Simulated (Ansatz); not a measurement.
One crystal and one scan (scan of one atom of the cell) at two levels, PBE (plane waves to 420 eV, PAW, scalar-relativistic; Ansatz, an electronic-structure program) and PBEsol (plane waves to 420 eV, PAW, scalar-relativistic; Ansatz), each from its own relaxed cell and on its own mesh. The cell shown is that of PBE.

Starting cell, LaAlO3 (cubic perovskite):

```
CELL_PARAMETERS angstrom
      3.81241     0.00000     0.00000
      0.00000     3.81241     0.00000
      0.00000     0.00000     3.81241
ATOMIC_POSITIONS crystal
  La 0.50000 0.50000 0.50000
  Al 0.00000 0.00000 0.00000
  O  0.00000 0.50000 0.00000
  O  0.50000 0.00000 0.00000
  O  0.00000 0.00000 0.50000
```

In this cell atom 3 (O, nearest neighbour Al at 1.906 Å; its periodic images, 3.8 Å or more away, move with it) is moved by s towards the nearest neighbour, unit vector (0.000, -1.000, 0.000); all other atoms and the cell stay fixed.

Energies are smeared free energies. LaAlO3 is run without spin polarisation. LaAlO3 was relaxed with its symmetry unable to fall. This is a high-temperature form of LaAlO3. Both scans cover s from -0.380 to 0.380 Å.

ΔE (meV/cell), each from the undisplaced structure of its own level:

```tsv
s (Å)	PBE	PBEsol
-0.380	1866	withheld
-0.304	1078	1188
-0.228	558	616
-0.152	234	258
-0.076	56	62
0.000	0	0
0.076	56	62
0.152	234	258
0.228	558	616
0.304	1078	1188
0.380	1866	withheld
```

**Question.** Estimate the PBEsol value at -0.380 from the PBE value there and the ratio of the two levels in the two nearest given rows on that side of the minimum.

**Answer.** At -0.304 and -0.228 the ratio PBEsol/PBE averages 1.103, which gives 1.103 × 1866 = 2058 meV/cell. The calculation gives 2056 meV/cell, +10.2 % against PBE.

(A displaced cell: forces are minus the slopes of the energy, force constants its curvatures, and phonons follow from these.)
